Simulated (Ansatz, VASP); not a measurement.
# One calculation of KF, two programs

```
K F
1.0
     0.00000    2.62530    2.62530
     2.62530    0.00000    2.62530
     2.62530    2.62530    0.00000
K F
1 1
Direct
  0.00000 0.00000 0.00000
  0.50000 0.50000 0.50000
```

Alike in both runs: task single point; functional PBEsol; k mesh 8 × 8 × 8; occupations gaussian, width 0.02 eV; no spin polarisation.

```csv
,VASP,Ansatz
version,VASP 6.6.1,Ansatz 0.2.0
potentials or method,"VASP PAW PBE potentials, release 64 (K_sv, F)","scalar-relativistic, plane waves, PAW"
plane-wave cutoff (eV),520,420
valence electrons in the cell,16,16
```

Ansatz gave:

| Item | Value |
| --- | --- |
| gap on the k mesh at the Fermi level (eV) | 6.32 |
| least direct gap on the mesh (eV) | 6.32 |
| pressure (GPa) | 1.1 |

Task: Which values does VASP return?

Result: gap on the k mesh at the Fermi level (eV): 6.30; least direct gap on the mesh (eV): 6.30; pressure (GPa): 1.2.

Caveats: the PAW data sets were made with another functional, which shifts forces and pressure a little (VASP). A k mesh can miss the band edges.
